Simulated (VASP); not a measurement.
Set up this calculation in VASP 6.6.1, as the native input.

```yaml
Task: single point
Functional: PBE
Potentials_or_basis: VASP PAW PBE potentials, release 64 (Mg, O)
Cutoff: 520 eV
k_mesh: 9 × 9 × 6
Occupations: gaussian, width 0.02 eV
Spin: no spin polarisation
Dipole_correction: no
Further_INCAR_settings: ALGO = Normal; EDIFF = 1e-07; NBANDS = 16
```

The structure of MgO lies in POSCAR:

```
MgO
1.0
    3.4804161566      0.0000000000      0.0000000000
   -1.7402080783      3.0141288073      0.0000000000
    0.0000000000      0.0000000000      4.4215792427
Mg O
2 2
Direct
    0.6666666700      0.3333333300      0.7500000000
    0.3333333300      0.6666666700      0.2500000000
    0.6666666700      0.3333333300      0.2500000000
    0.3333333300      0.6666666700      0.7500000000
```

Measurements of this composition are mostly on another form, of space group No. 225.

The cell isn't the ideal one: strained and moved within the space group.

These files were run (other wordings do the same):

INCAR

```
  PREC = Accurate
  ENCUT = 520
  EDIFF = 1E-7
  ISMEAR = 0
  SIGMA = 0.02
  LREAL = F
  LASPH = T
  NELM = 100
  ALGO = Normal
  ISIF = 2
  LWAVE = F
  LCHARG = T
  GGA = PE
  LELF = T
  LVHAR = T
  NBANDS = 16
```

KPOINTS

```
Automatic mesh
0
Gamma
  9 9 6
```

Potentials or basis: VASP PAW PBE potentials, release 64 (Mg, O).

Run with:

```bash
$ cat potpaw_PBE.64/Mg/POTCAR potpaw_PBE.64/O/POTCAR > POTCAR
$ mpirun -np 1 vasp_std > vasp.out
```

Results of the run:

```
Pressure               : -2.3 GPa
Band gap on the k mesh : 3.09 eV, direct
```

It took 16 s on 1 thread of Intel(R) Xeon(R) 6975P-C (Granite Rapids), on a shared host, peak memory 0.19 GiB.
